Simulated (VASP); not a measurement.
# FeO (R-3m) in VASP: notebook, part 2 of 2

VASP 6.6.1. Earlier steps stand in the parts before.

## Step 4: Single point, r2SCAN+U, collinear spin, antiferromagnetic start

This run uses another cell than the first one: it holds 4 atoms, not 2.

Contents of INCAR:

```
PREC = Accurate
ENCUT = 520
EDIFF = 1E-7
ISMEAR = 0
SIGMA = 0.05
LREAL = False
LASPH = True
NELM = 100
ALGO = Normal
ISIF = 2
LWAVE = False
LCHARG = False
ISPIN = 2
MAGMOM = 3 -3 0 0
LORBIT = 11
LMAXMIX = 4
LDAU = True
LDAUTYPE = 2
LDAUL = 2 -1
LDAUU = 8 0
LDAUJ = 0 0
LDAUPRINT = 1
METAGGA = R2SCAN
LMIXTAU = True
NBANDS = 26
```

Contents of KPOINTS:

```
Automatic mesh
0
Gamma
  8 8 4
```

Contents of POSCAR:

```
FeO
1.0
    1.5176821100      0.8762341800      2.5157945800
   -1.5176821100      0.8762341800      2.5157945800
    0.0000000000     -3.5049367000      5.0315891600
Fe O
2 2
Direct
    0.0000000000      0.0000000000      0.0000000000
    0.0000000000      0.0000000000      0.5000000000
    0.5000000000      0.5000000000      0.2500000000
    0.5000000000      0.5000000000      0.7500000000
```

Potentials or basis: VASP PAW PBE potentials, release 64 (Fe, O).

Run with:

```console
$ cat potpaw_PBE.64/Fe/POTCAR potpaw_PBE.64/O/POTCAR > POTCAR
$ mpirun -np 1 vasp_std > vasp.out
```

OUTCAR:

```text
PREC = Accurate
   ENCUT = 520
   EDIFF = 1E-7
   ISMEAR = 0
   LREAL = False
   LASPH = True
   NELM = 100
   ISIF = 2
   ISPIN = 2
   LORBIT = 11
   METAGGA = R2SCAN

 ion  position               nearest neighbor table
   1  0.000  0.000  0.000-   3 2.16   4 2.16   3 2.16   4 2.16   4 2.16   3 2.16   2 3.04   2 3.04
                             2 3.04   2 3.04   2 3.07   2 3.07
   2  0.000  0.000  0.500-   3 2.16   4 2.16   3 2.16   4 2.16   3 2.16   4 2.16   1 3.04   1 3.04
                             1 3.04   1 3.04   1 3.07   1 3.07
   3  0.500  0.500  0.250-   1 2.16   2 2.16   1 2.16   2 2.16   1 2.16   2 2.16
   4  0.500  0.500  0.750-   1 2.16   2 2.16   1 2.16   2 2.16   2 2.16   1 2.16

  LATTYP: Found a base centered monoclinic cell.
 ALAT       =     5.3280423072
 B/A-ratio  =     0.5696959680
 C/A-ratio  =     0.9867423637
 COS(beta)  =    -0.3289141225

  Lattice vectors:

 A1 = (   1.5176821100,   0.8762341800,   2.5157945800)
 A2 = (  -1.5176821100,   0.8762341800,   2.5157945800)
 A3 = (   0.0000000000,  -5.2574050600,  -0.0000000000)

Analysis of symmetry for initial positions (statically):
=====================================================================
 Subroutine PRICEL returns following result:

  LATTYP: Found a trigonal (rhomboedric) cell.
 ALAT       =     3.0660019070
 COS(alpha) =     0.5099427872
[... 12 lines left out ...]
 Subroutine GETGRP returns: Found  4 space group operations
 (whereof  4 operations were pure point group operations)
 out of a pool of  4 trial point group operations.

The static configuration has the point symmetry C_2h.

Analysis of symmetry for dynamics (positions and initial velocities):
=====================================================================
 Subroutine PRICEL returns following result:

  LATTYP: Found a trigonal (rhomboedric) cell.
 ALAT       =     3.0660019070
 COS(alpha) =     0.5099427872
[... 268 lines left out ...]
  o =  1.0487  v =  0.0000  0.0000  0.0000  0.0000  0.0000  0.5776 -0.0000 -0.0000 -0.8163 -0.0000      0.0000  0.0000  0.0000  0.0000  0.0000  0.0000  0.0000  0.0000  0.0000  0.0000

 number of electron      27.9999997 magnetization      -0.0000000

 Free energy of the ion-electron system (eV)
  ---------------------------------------------------
  ext. energy  EPLUGINS =         0.00000000
  ---------------------------------------------------
  free energy    TOTEN  =       -42.64658312 eV

  energy without entropy =      -42.64658312  energy(sigma->0) =      -42.64658312

 E-fermi :   3.7047     XC(G=0): -12.6483

 val. band max:        3.4012312048   @ k =   0.0000   0.0000   0.5000
 cond. band min:       7.1183081601   @ k =   0.0000   0.0000   0.0000
 fundamental gap:      3.7170769553
 Fermi energy:         3.7047032426

 spin component 1

 k-point     1 :       0.0000    0.0000    0.0000
  band No.  band energies     occupation
      1     -15.2941      1.00000
      2     -14.1360      1.00000
      3      -3.6964      1.00000
      4      -3.4641      1.00000
      5      -3.0565      1.00000
      6      -2.5149      1.00000
[... 1385 lines left out ...]
     25      21.0974      0.00000
     26      21.6401      0.00000

 [... further k-points ...]
[... 5 lines left out ...]
  --------------------------------------------------------------------------------------
  -------------------------------------------------------------------------------------
  Total       -0.8368808      1.2887350      0.4249959      0.0000000      0.3840183      0.0000000
  in kB      -33.3977168     51.4300296     16.9604688      0.0000000     15.3251633      0.0000000
  external PRESSURE =      11.6642605 kB  Pullay stress =       0.0000000 kB

 VOLUME and BASIS-vectors are now :
 -----------------------------------------------------------------------------
  energy-cutoff  :      520.00
  volume of cell :       40.15
      direct lattice vectors                 reciprocal lattice vectors
     1.517682110  0.876234180  2.515794580     0.329449755  0.190207905  0.132496244
    -1.517682110  0.876234180  2.515794580    -0.329449755  0.190207905  0.132496244
     0.000000000 -3.504936700  5.031589160     0.000000000 -0.190207905  0.066248122

 POSITION                                       TOTAL-FORCE (eV/Angst)
 -----------------------------------------------------------------------------------
      0.00000      0.00000      0.00000        -0.000000      0.000000     -0.000000
      0.00000     -1.75247      2.51579        -0.000000     -0.000000     -0.000000
      0.00000      0.00000      3.77369         0.000000     -0.000000      0.000000
      0.00000     -1.75247      6.28949        -0.000000      0.000000      0.000000
 -----------------------------------------------------------------------------------
    total drift:                               -0.000000     -0.000000     -0.000000

  FREE ENERGIE OF THE ION-ELECTRON SYSTEM (eV)
  ---------------------------------------------------
  free  energy   TOTEN  =       -42.6465831224 eV

  energy  without entropy=      -42.6465831224  energy(sigma->0) =      -42.64658312

 total charge

# of ion       s       p       d       tot
------------------------------------------
    1        0.283   0.366   6.193   6.842
    2        0.283   0.366   6.193   6.842
    3        1.552   3.521   0.000   5.074
    4        1.552   3.521   0.000   5.074
--------------------------------------------------
tot          3.671   7.775  12.385  23.832

 magnetization (x)

# of ion       s       p       d       tot
------------------------------------------
    1        0.024   0.019   3.886   3.929
    2       -0.024  -0.019  -3.886  -3.929
    3        0.000   0.000   0.000   0.000
    4        0.000   0.000   0.000   0.000
--------------------------------------------------
tot          0.000   0.000   0.000   0.000
```

Wall time 7.2 min (1 thread of Intel Xeon 6975P-C (Granite Rapids), shared host); peak memory 0.28 GiB.

What came out:

```yaml
Free_energy: -42.6466 eV
Pressure: 1.2 GPa
Band_gap_on_the_k_mesh: 3.72 eV
Net_moment: 0.00 μB per cell
Site_moments: Fe +3.93, -3.93; O +0.00 μB
Valence_electrons_inside_the_program's_atomic_spheres: Fe 6.84; O 5.07
```

Levels at points of the mesh, in eV from the valence-band top:
Spin up:
```tsv
k point	band 11	band 12	band 13	band 14	band 15	band 16	band 17	band 18
(0.00, 0.00, 0.00)	-0.84	-0.73	-0.52	-0.28	3.72	6.72	6.93	7.51
(0.50, 0.00, 0.00)	-1.94	-1.22	-0.61	-0.24	6.79	7.65	7.67	8.04
(0.50, 0.50, 0.00)	-2.03	-1.42	-0.34	-0.08	5.61	7.61	7.82	8.04
(0.00, 0.00, 0.50)	-1.36	-0.73	-0.10	0.00	6.00	6.16	6.68	7.19
(0.50, 0.00, 0.50)	-2.11	-1.15	-0.67	-0.59	6.73	7.63	7.83	9.15
(0.50, 0.50, 0.50)	-2.41	-1.08	-0.59	-0.55	5.61	7.75	7.92	8.86
```
Spin down:
| k point | band 12 | band 13 | band 14 | band 15 | band 16 | band 17 |
| --- | --- | --- | --- | --- | --- | --- |
| (0.00, 0.00, 0.00) | -0.73 | -0.52 | -0.28 | 3.72 | 6.72 | 6.93 |
| (0.50, 0.00, 0.00) | -1.22 | -0.61 | -0.24 | 6.79 | 7.65 | 7.67 |
| (0.50, 0.50, 0.00) | -1.42 | -0.34 | -0.08 | 5.61 | 7.61 | 7.82 |
| (0.00, 0.00, 0.50) | -0.73 | -0.10 | 0.00 | 6.00 | 6.16 | 6.68 |
| (0.50, 0.00, 0.50) | -1.15 | -0.67 | -0.59 | 6.73 | 7.63 | 7.83 |
| (0.50, 0.50, 0.50) | -1.08 | -0.59 | -0.55 | 5.61 | 7.75 | 7.92 |

Eigenvalues of the final occupation matrices:
```
    site  spin  trace               eigenvalues
site 1 d     1   5.06  0.99 0.99 0.99 1.05 1.05
site 1 d     2   1.16  0.02 0.02 0.07 0.08 0.98
site 2 d     1   1.16  0.02 0.02 0.07 0.08 0.98
site 2 d     2   5.06  0.99 0.99 0.99 1.05 1.05
```

Caveat: the PAW data sets were made with another functional, which shifts forces and pressure a little.

## Step 5: Single point, r2SCAN+U, collinear spin, zero start

Contents of INCAR:

```
ALGO = Normal ; EDIFF = 1E-6
ENCUT = 520 ; ISIF = 2
ISMEAR = 0 ; ISPIN = 2
LASPH = T ; LCHARG = T
LDAU = T ; LDAUJ = 0 0
LDAUL = 2 -1 ; LDAUPRINT = 1
LDAUTYPE = 2 ; LDAUU = 8 0
LELF = T ; LMAXMIX = 4
LMIXTAU = T ; LORBIT = 11
LREAL = F ; LVHAR = T
LWAVE = F ; MAGMOM = 0 0
METAGGA = R2SCAN ; NELM = 150
PREC = Accurate ; SIGMA = 0.05
```

Contents of KPOINTS:

```
k-points
0
Gamma
  8 8 8
```

Contents of POSCAR:

```
FeO
1.0
    1.5176821100      0.8762341800      2.5157945800
   -1.5176821100      0.8762341800      2.5157945800
    0.0000000000     -1.7524683500      2.5157945800
Fe O
1 1
Direct
    0.0000000000      0.0000000000      0.0000000000
    0.5000000000      0.5000000000      0.5000000000
```

Run with:

```console
$ cat potpaw_PBE.64/Fe/POTCAR potpaw_PBE.64/O/POTCAR > POTCAR
$ mpirun -np 1 vasp_std > vasp.out
```

Run time: 50 s. Hardware: 1 thread of Intel Xeon 6975P-C (Granite Rapids), shared host; peak memory 0.17 GiB.

Results (log left out):

- Free energy: -18.5957 eV
- Pressure: -16.8 GPa
- Band gap on the k mesh: 4.73 eV, indirect (least direct gap 4.79 eV)
- Net moment: 0.00 μB per cell
- Valence electrons inside the program's atomic spheres: Fe 6.84; O 5.05

Stress tensor (GPa, compression positive):
```
-15.78   0.00   0.00
  0.00 -15.78   0.00
  0.00   0.00 -18.88
```

Levels at points of the mesh, in eV from the valence-band top:
Spin up:
| k point | band 5 | band 6 | band 7 | band 8 | band 9 | band 10 |
| --- | --- | --- | --- | --- | --- | --- |
| (0.00, 0.00, 0.00) | -0.17 | -0.07 | -0.07 | 4.73 | 5.69 | 5.69 |
| (0.50, 0.00, 0.00) | -0.80 | -0.68 | -0.61 | 7.79 | 7.82 | 8.70 |
| (0.50, 0.50, 0.00) | -1.84 | -1.31 | -1.21 | 6.22 | 6.49 | 10.34 |
| (0.50, 0.50, 0.50) | -0.87 | -0.61 | -0.61 | 7.78 | 7.78 | 8.82 |
Spin down:
```
           k point  band 5  band 6  band 7  band 8  band 9  band 10
(0.00, 0.00, 0.00)   -0.17   -0.07   -0.07    4.73    5.69     5.69
(0.50, 0.00, 0.00)   -0.80   -0.68   -0.61    7.80    7.82     8.70
(0.50, 0.50, 0.00)   -1.84   -1.31   -1.21    6.22    6.49    10.34
(0.50, 0.50, 0.50)   -0.87   -0.61   -0.61    7.77    7.77     8.82
```

Eigenvalues of the final occupation matrices:
| site | spin | trace | eigenvalues |
| --- | --- | --- | --- |
| site 1 d | 1 | 3.13 | 0.09 0.09 0.98 0.98 0.98 |
| site 1 d | 2 | 3.13 | 0.09 0.09 0.98 0.98 0.98 |

Caveat: the PAW data sets were made with another functional, which shifts forces and pressure a little.

## Step 6: Single point, r2SCAN+U, collinear spin, random start

Contents of INCAR:

```
ALGO = Normal
EDIFF = 1E-6
ENCUT = 520
ISIF = 2
ISMEAR = 0
ISPIN = 2
LASPH = T
LCHARG = F
LDAU = T
LDAUJ = 0 0
LDAUL = 2 -1
LDAUPRINT = 1
LDAUTYPE = 2
LDAUU = 8 0
LMAXMIX = 4
LMIXTAU = T
LORBIT = 11
LREAL = F
LWAVE = F
MAGMOM = 3.15 0
METAGGA = R2SCAN
NELM = 100
PREC = Accurate
SIGMA = 0.05
```

KPOINTS is that of step 5.

POSCAR is that of step 5.

Potentials or basis: VASP PAW PBE potentials, release 64 (Fe, O).

Run with:

```console
$ cat potpaw_PBE.64/Fe/POTCAR potpaw_PBE.64/O/POTCAR > POTCAR
$ mpirun -np 1 vasp_std > vasp.out
```

OUTCAR:

```text
EDIFF = 1E-6
   ENCUT = 520
   ISIF = 2
   ISMEAR = 0
   ISPIN = 2
   LASPH = T
   LORBIT = 11
   LREAL = F
   METAGGA = R2SCAN
   NELM = 100
   PREC = Accurate

 ion  position               nearest neighbor table
   1  0.000  0.000  0.000-   2 2.16   2 2.16   2 2.16   2 2.16   2 2.16   2 2.16
   2  0.500  0.500  0.500-   1 2.16   1 2.16   1 2.16   1 2.16   1 2.16   1 2.16

  LATTYP: Found a trigonal (rhomboedric) cell.
 ALAT       =     3.0660019070
 COS(alpha) =     0.5099427872

[... 1023 lines left out ...]
  external PRESSURE =      14.1342072 kB  Pullay stress =       0.0000000 kB

 VOLUME and BASIS-vectors are now :
 -----------------------------------------------------------------------------
  energy-cutoff  :      520.00
  volume of cell :       20.07
      direct lattice vectors                 reciprocal lattice vectors
     1.517682110  0.876234180  2.515794580     0.329449755  0.190207905  0.132496244
    -1.517682110  0.876234180  2.515794580    -0.329449755  0.190207905  0.132496244
     0.000000000 -1.752468350  2.515794580     0.000000000 -0.380415809  0.132496245

 POSITION                                       TOTAL-FORCE (eV/Angst)
 -----------------------------------------------------------------------------------
      0.00000      0.00000      0.00000        -0.000000     -0.000000      0.000000
      0.00000      0.00000      3.77369         0.000000      0.000000      0.000000
 -----------------------------------------------------------------------------------
    total drift:                               -0.000000      0.000000     -0.000000

  FREE ENERGIE OF THE ION-ELECTRON SYSTEM (eV)
  ---------------------------------------------------
  free  energy   TOTEN  =       -21.2776796116 eV

  energy  without entropy=      -21.2776796116  energy(sigma->0) =      -21.27767961

 total charge

# of ion       s       p       d       tot
------------------------------------------
    1        0.285   0.367   6.187   6.839
    2        1.552   3.522   0.000   5.074
--------------------------------------------------
tot          1.837   3.889   6.187  11.913

 magnetization (x)

# of ion       s       p       d       tot
------------------------------------------
    1        0.031   0.023   3.899   3.954
    2        0.013   0.056   0.000   0.069
--------------------------------------------------
tot          0.044   0.079   3.899   4.022
```

OSZICAR:

```text
N       E                     dE             d eps       ncg     rms          rms(c)
DAV:   1     0.782911424955E+02    0.78291E+02   -0.74048E+03  3492   0.130E+03
DAV:   2    -0.173531473917E+02   -0.95644E+02   -0.82946E+02  3598   0.260E+02
DAV:   3    -0.238742221024E+02   -0.65211E+01   -0.64053E+01  3835   0.841E+01
[... 13 lines left out ...]
DAV:  17    -0.212774405817E+02   -0.61129E-03   -0.98782E-04  3738   0.423E-01    0.216E-01
DAV:  18    -0.212776374626E+02   -0.19688E-03   -0.24916E-04  3717   0.230E-01    0.437E-02
DAV:  19    -0.212776708237E+02   -0.33361E-04   -0.36544E-05  3857   0.698E-02    0.198E-02
DAV:  20    -0.212776784915E+02   -0.76678E-05   -0.20711E-05  3556   0.509E-02    0.484E-03
DAV:  21    -0.212776797774E+02   -0.12859E-05   -0.19436E-06  2868   0.214E-02    0.206E-03
DAV:  22    -0.212776796116E+02    0.16583E-06   -0.12737E-07  1855   0.704E-03
   1 F= -.21277680E+02 E0= -.21277680E+02  d E =-.354873E-12  mag=     4.0000
```

stdout:

```text
POSCAR found type information on POSCAR FeO
 POSCAR found :  2 types and       2 ions
 scaLAPACK will be used
 -----------------------------------------------------------------------------
|                                                                             |
|                                                                             |
|     You enforced a specific xc type in the INCAR file but a different       |
|     I HOPE YOU KNOW WHAT YOU ARE DOING!                                     |
|                                                                             |
 -----------------------------------------------------------------------------

 LDA part: xc-table for (None), standard interpolation
 POSCAR, INCAR and KPOINTS ok, starting setup
 FFT: planning ... GRIDC
 FFT: planning ... GRID_SOFT
 FFT: planning ... GRID
 WAVECAR not read
 entering main loop
```

It took 58 s on 1 thread of Intel Xeon 6975P-C (Granite Rapids), shared host; peak memory 0.18 GiB.

What came out:

```yaml
Free_energy: -21.2777 eV
Pressure: 1.4 GPa
Band_gap_on_the_k_mesh: 2.67 eV, indirect (least direct gap 3.80 eV)
Net_moment: 4.00 μB per cell
Site_moments: Fe +3.95; O +0.07 μB
Valence_electrons_inside_the_program's_atomic_spheres: Fe 6.84; O 5.07
```

Levels at points of the mesh, in eV from the valence-band top:
Spin up:
```tsv
k point	band 5	band 6	band 7	band 8	band 9	band 10	band 11	band 12	band 13
(0.00, 0.00, 0.00)	-6.23	-4.84	-1.51	-1.36	-1.36	2.67	16.44	16.44	16.70
(0.50, 0.00, 0.00)	-6.13	-4.51	-3.48	-0.03	0.00	6.59	11.29	15.08	15.44
(0.50, 0.50, 0.00)	-5.43	-5.15	-4.18	-2.70	-2.59	7.75	10.79	11.80	17.77
(0.50, 0.50, 0.50)	-5.76	-5.76	-2.71	-0.09	-0.09	7.09	10.95	15.50	15.50
```
Spin down:
```csv
k point,band 1,band 2,band 3,band 4,band 5,band 6,band 7,band 8,band 9,band 10
"(0.00, 0.00, 0.00)",-19.08,-2.45,-1.33,-1.13,-1.13,3.82,5.46,5.46,7.03,7.03
"(0.50, 0.00, 0.00)",-17.93,-5.72,-3.02,-2.17,-0.74,6.74,6.94,7.48,8.97,9.02
"(0.50, 0.50, 0.00)",-17.78,-4.82,-2.48,-2.30,-2.09,4.93,6.80,7.56,8.21,9.97
"(0.50, 0.50, 0.50)",-17.95,-6.64,-2.23,-2.23,-0.64,6.99,6.99,7.71,9.00,9.00
```

Eigenvalues of the final occupation matrices:
| site | spin | trace | eigenvalues |
| --- | --- | --- | --- |
| site 1 d | 1 | 5.06 | 0.99 0.99 0.99 1.05 1.05 |
| site 1 d | 2 | 1.15 | 0.02 0.02 0.07 0.07 0.98 |

Caveat: the PAW data sets were made with another functional, which shifts forces and pressure a little; a cell with one magnetic atom can't hold antiferromagnetic order, which such compounds often take.

## Step 7: The reference run

An earlier run on the cell as given: functional PBE; potentials or basis VASP PAW PBE potentials, release 64 (Fe, O); cutoff 520 eV; k mesh 11 × 11 × 11; occupations fermi-dirac, width 0.05 eV; collinear spin, ferromagnetic start; starting moments [3.0, 0.0] μB.

* Pressure: -0.5 GPa
* Band gap on the k mesh: none (metal or under the smearing width)
* Net moment: 4.00 μB per cell
* Site moments: Fe +3.62; O +0.30 μB
* Valence electrons inside the program's atomic spheres: Fe 6.73; O 4.99

## Step 8: Overview

| level | spin | U | fixed moment (μB) | k mesh | smearing | supercell matrix | gap on the mesh (eV) | pressure (GPa) | moment (μB) |
| --- | --- | --- | --- | --- | --- | --- | --- | --- | --- |
| PBE+U | collinear, ferromagnetic start | Fe d U = 5 eV | 4 | 8 × 8 × 8 | gaussian 0.05 eV | - | - | -1.1 | 4.00 |
| r2SCAN+U | collinear, ferromagnetic start | Fe d U = 8 eV | - | 8 × 8 × 8 | gaussian 0.05 eV | - | 2.67 | 1.4 | 4.00 |
| r2SCAN+U | collinear, antiferromagnetic start | Fe d U = 8 eV | - | 8 × 8 × 4 | gaussian 0.05 eV | [1, 0, 0, 0, 1, 0, 0, 0, 2] | 3.72 | 1.2 | 0.00 |
| r2SCAN+U | collinear, zero start | Fe d U = 8 eV | - | 8 × 8 × 8 | gaussian 0.05 eV | - | 4.73 | -16.8 | 0.00 |
| r2SCAN+U | collinear, random start | Fe d U = 8 eV | - | 8 × 8 × 8 | gaussian 0.05 eV | - | 2.67 | 1.4 | 4.00 |
| PBE | collinear, ferromagnetic start | - | - | 11 × 11 × 11 | fermi-dirac 0.05 eV | - | none | -0.5 | 4.00 |

Alike in all rows: task single point; potentials or basis VASP PAW PBE potentials, release 64 (Fe, O); cell as given; cutoff (eV) 520.

On the cell as given the gap runs from zero (PBE) to 4.73 eV (r2SCAN+U); the meshes differ, which moves gaps too. The pressure there spans -16.8 GPa (r2SCAN+U) to 1.4 GPa (r2SCAN+U); a positive pressure means that this level wants a larger cell, a negative one a smaller.

Caveats: a cell with one magnetic atom can't hold antiferromagnetic order, which such compounds often take (some runs); the PAW data sets were made with another functional, which shifts forces and pressure a little (some runs); the total moment is fixed, so each spin has its own Fermi level (some runs); semilocal functionals often make such compounds metallic where correlation or magnetic order opens a gap, which also shifts bond lengths (some runs).

Absolute energies hang on the potentials; compare differences alone.
